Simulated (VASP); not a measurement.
Tl, 1 atom in the cell. It takes space group Im-3m (No. 229, cubic). Conventional cell: a = 3.949 Å, b = 3.949 Å, c = 3.949 Å, α = 90.00°, β = 90.00°, γ = 90.00°. Around Tl (site symmetry m-3m) lie 8 Tl at 3.42 Å. This isn't the form of Tl at room conditions, which is hcp. The cell isn't the ideal one: functional PBEsol, strained and moved within the space group.

- Program: VASP 6.6.1
- Task: single point
- Functional: PBEsol
- Potentials or basis: VASP PAW PBE potentials, release 64 (Tl_d)
- Cutoff: 520 eV
- k mesh: 16 × 16 × 16
- Occupations: gaussian, width 0.1 eV
- Spin: no spin polarisation
- Dipole correction: no
- Further INCAR settings: ALGO = Normal; EDIFF = 1e-06; NBANDS = 12

Potentials or basis: VASP PAW PBE potentials, release 64 (Tl_d).

Command:

```console
$ cat potpaw_PBE.64/Tl_d/POTCAR > POTCAR
$ mpirun -np 1 vasp_std > vasp.out
```

Hardware: 1 thread of Intel(R) Xeon(R) Platinum 8488C (Sapphire Rapids), on a shared host.

**Question.** Estimate the wall time of this run.

**Answer.** Wall time 34 s on 1 thread of Intel(R) Xeon(R) Platinum 8488C (Sapphire Rapids), on a shared host, peak memory 0.19 GiB. Counts: scf iterations 11, k points 145.
